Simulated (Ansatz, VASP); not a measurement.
# NiO: programs and potentials compared

The starting cell:

```
Ni O
1.0
     0.00000    2.08590    2.08590
     2.08590    0.00000    2.08590
     2.08590    2.08590    0.00000
Ni O
1 1
Direct
  0.00000 0.00000 0.00000
  0.50000 0.50000 0.50000
```

Alike in all runs: task relaxation of cell and atoms; functional PBE; k mesh 11 × 11 × 11; occupations fermi-dirac, width 0.05 eV; collinear spin, ferromagnetic start; no spin-orbit coupling. The measured crystal is an antiferromagnetic insulator; the state found here is the runs' own.

```csv
program and potentials,plane-wave cutoff (eV),notes,equilibrium volume (Å³/atom)
"Ansatz, all-electron LAPW, scalar-relativistic",-,-,9.39
"VASP, PBE PAW files Ni, O_h, 980 eV",980,8 valence electrons an atom on average,9.35
"VASP, PBE PAW files Ni_pv, O, 600 eV",600,11 valence electrons an atom on average,9.31
"VASP, PBE PAW files Ni, O_s, 480 eV",480,8 valence electrons an atom on average,9.35
"VASP, PBE PAW files Ni, O, release 54, 580 eV",580,8 valence electrons an atom on average,9.35
"VASP, PBE PAW files Ni, O, 580 eV",580,8 valence electrons an atom on average,9.35
"VASP, PBE PAW files Ni_sv_GW, O_GW, 680 eV",680,12 valence electrons an atom on average,9.32
"VASP, PBE PAW files Ni, O, 600 eV",600,8 valence electrons an atom on average,9.34
"VASP, PBE PAW files Ni, O, release 54, 600 eV",600,8 valence electrons an atom on average,9.34
"VASP, PBE PAW files Ni_GW, O_GW, 630 eV",630,8 valence electrons an atom on average,9.33
```

The equilibrium volume spans 9.31 (VASP, PBE PAW files Ni_pv, O, 600 eV) to 9.39 Å³/atom (Ansatz, all-electron LAPW, scalar-relativistic), with all-electron results at 9.39. The state is the one that the start led to, which needn't be the lowest. Relaxations stop with a little pressure left, so the last digit of a volume isn't settled.

The functional is the same throughout but for its coding, so the spread measures potentials, basis and numerics; runs on potential files found faulty are left out.
